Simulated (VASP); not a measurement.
Write the native input for VASP 6.6.1 that does the following.

- Task: relaxation of the atoms
- Functional: PBE
- Potentials or basis: VASP PAW PBE potentials, release 64 (Cu)
- Cutoff: 300 eV
- k mesh: 9 × 9 × 9
- Occupations: methfessel-paxton, width 0.1 eV
- Spin: no spin polarisation
- Further INCAR settings: ALGO = Normal; EDIFF = 1e-07; IBRION = 2; EDIFFG = -0.01; NSW = 40

The structure of Cu lies in POSCAR:

```
Cu                                      
1.0
    0.0000000000      1.7689704114      1.7689704114
    1.7689704114      0.0000000000      1.7689704114
    1.7689704114      1.7689704114      0.0000000000
  Cu            
     1
Direct
     0.0000000000000000    0.0000000000000000    0.0000000000000000
```

The cell isn't the ideal one: a relaxed cell with its volume scaled by 0.94.

These files were run (other wordings do the same):

INCAR

```
PREC = Accurate ; ENCUT = 300
EDIFF = 1E-7 ; ISMEAR = 1
SIGMA = 0.1 ; LREAL = F
LASPH = T ; NELM = 80
ALGO = Normal ; ISIF = 2
LWAVE = F ; LCHARG = F
GGA = PE ; IBRION = 2
NSW = 40 ; EDIFFG = -0.01
```

KPOINTS

```
regular mesh
0
Gamma
  9 9 9
```

Potentials or basis: VASP PAW PBE potentials, release 64 (Cu).

The run is started by

```sh
$ cat potpaw_PBE.64/Cu/POTCAR > POTCAR
$ mpirun -np 1 vasp_std > vasp.out
```

Results of the run:

```yaml
Band_gap_on_the_k_mesh: none (metal or under the smearing width)
```

Caveat: the relaxation stopped at its first step, so nothing moved.

Wall time 2.9 s on 1 thread of Intel(R) Xeon(R) Platinum 8488C (Sapphire Rapids), with other jobs on the host, peak memory 0.11 GiB.
